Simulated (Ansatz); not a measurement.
# Ionic part of the dielectric constant of MgO at 16 GPa, mode by mode

The calculation used DFT LDA, scalar-relativistic, plane waves, PAW (Ansatz). Cutoff 420 eV, 10×10×10 k-points (Γ-centred), fixed occupations. No spin polarisation. Phonons by linear response, acoustic sum rule imposed.

Symmetry: Fm-3m, No. 225, cubic system. Conventional cell: a = 4.051 Å, b = 4.051 Å, c = 4.051 Å, α = 90.00°, β = 90.00°, γ = 90.00°. Around Mg (site symmetry m-3m) lie 6 O at 2.03 Å. Around O (site symmetry m-3m) lie 6 Mg at 2.03 Å.

The primitive cell has V = 16.62 Å³ and ε∞,xx = 3.108. Each polar mode adds Δε = (4.92064×10⁷/V)·S/ν² along x, with S its oscillator strength in e²/amu, ν in cm⁻¹ and V in Å³.

Q: From these modes, find each Δε and ε0,xx.
```csv
ν (cm⁻¹),S_xx (e²/amu)
485.0,0.3878
```

A:
| ν (cm⁻¹) | Δε |
| --- | --- |
| 485.0 | 4.88 |

The sum is 4.880, so ε0,xx = 7.99; the run's tensor has 7.99.

Q: Where do the longitudinal modes lie for a wave vector along x?

A: At 778 cm⁻¹. The Lyddane–Sachs–Teller product Π(ν_LO/ν_TO)² = 2.57 matches ε0/ε∞ = 2.57.

Cost: 1 run of about 0.31 core-minutes, on Intel Xeon Processor @ 2.50GHz (Skylake/Cascade Lake) (shared hosts).

The lattice supplies more of the static dielectric constant of compressed MgO than the electrons do: the ionic term of 4.88 exceeds even the whole of ε∞, 3.108. Rock salt has a single polar optical branch, in which the Mg and O sublattices move against each other, so this one mode carries the entire ionic response. Its oscillator strength, taken with the reduced mass of the pair, implies a Born effective charge close to the nominal ionic value, as expected for a strongly ionic oxide. The wide gap between O 2p and Mg-derived states keeps the electronic screening weak, which helps the same charge to push the longitudinal mode up to 778 cm⁻¹, far above the transverse one at 485.0 cm⁻¹. Because Δε scales with the inverse square of the transverse frequency, stiffening of the short-range repulsion under compression should lower ε0, though a single volume cannot show that trend. The Lyddane–Sachs–Teller agreement confirms internal consistency, not the accuracy of the frequencies themselves.
